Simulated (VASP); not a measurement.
Input of a VASP 6.6.1 run:

POSCAR

```
GaAs
1.0
    0.0000000000      2.8053051464      2.8053051464
    2.8053051464      0.0000000000      2.8053051464
    2.8053051464      2.8053051464      0.0000000000
  Ga              As
     1     1
Direct
     0.0000000000000000    0.0000000000000000    0.0000000000000000
     0.2500000000000000    0.2500000000000000    0.2500000000000000
```

The input INCAR.step1:

```
PREC = Accurate
ENCUT = 600
EDIFF = 1E-8
ISMEAR = 0
SIGMA = 0.03
LREAL = F
LASPH = T
NELM = 80
ALGO = Fast
ISIF = 3
LWAVE = F
LCHARG = F
GGA = CA
IBRION = 2
NSW = 40
EDIFFG = -0.002
```

Contents of INCAR.step2:

```
PREC = Accurate
ENCUT = 600
EDIFF = 1E-8
ISMEAR = 0
SIGMA = 0.03
LREAL = F
LASPH = T
NELM = 80
ALGO = Fast
ISIF = 2
LWAVE = F
LCHARG = F
GGA = CA
IBRION = 6
NFREE = 2
POTIM = 0.015
NSW = 1
```

The input KPOINTS:

```
regular mesh
0
Gamma
  10 10 10
```

Potentials or basis: VASP PAW LDA potentials, release 64 (Ga_d, As).

Command:

```console
$ cat potpaw_LDA.64/Ga_d/POTCAR potpaw_LDA.64/As/POTCAR > POTCAR
$ cp INCAR.step1 INCAR
$ mpirun -np 1 vasp_std > vasp.out
$ cp CONTCAR POSCAR
$ cp INCAR.step2 INCAR
$ mpirun -np 1 vasp_std > vasp.out
```

(1) What does it give for the highest phonon frequency at Γ, LO-TO splitting left out?

Results:

(1) 269 cm⁻¹.
